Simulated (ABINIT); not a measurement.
Crystal: SiO2.

```xyz
9
Lattice="5.0605 0.0000 0.0000 -2.5303 4.3825 0.0000 0.0000 0.0000 5.5414" Properties=species:S:1:pos:R:3 pbc="T T T"
Si    2.5303    0.0000    0.0000
Si    1.2651    2.1913    3.6942
Si   -1.2651    2.1913    1.8471
O    -0.9468    3.4683    0.9236
O     0.0000    1.8284    2.7707
O     1.5835    0.9142    4.6178
O     3.4770    0.9142    0.9236
O     2.5303    2.5541    2.7707
O     0.9468    3.4683    4.6178
```

The cell comes from a database or a generator and needn't be the stable form of this composition.

Base run:

- Program: ABINIT 10.8.3 (patched build)
- Functional: PBE
- Potentials or basis: JTH PAW PBE v2.0
- Cutoff: 626 eV
- k mesh: 6 × 6 × 5
- Occupations: fermi-dirac, width 0.05 eV
- Spin: no spin polarisation

Its results: band gap on the k mesh 5.70 eV, indirect (least direct gap 5.89 eV); pressure 3.1 GPa; largest force 0.140 eV/Å.

The run is repeated on the same cell with these changes: functional from PBE to LDA; potentials or basis from JTH PAW PBE v2.0 to JTH PAW LDA v2.0. What comes out?

Band gap on the k mesh 5.43 eV, indirect (least direct gap 5.63 eV); pressure -2.9 GPa; largest force 0.095 eV/Å.

Caveats: the atomic spheres overlap.
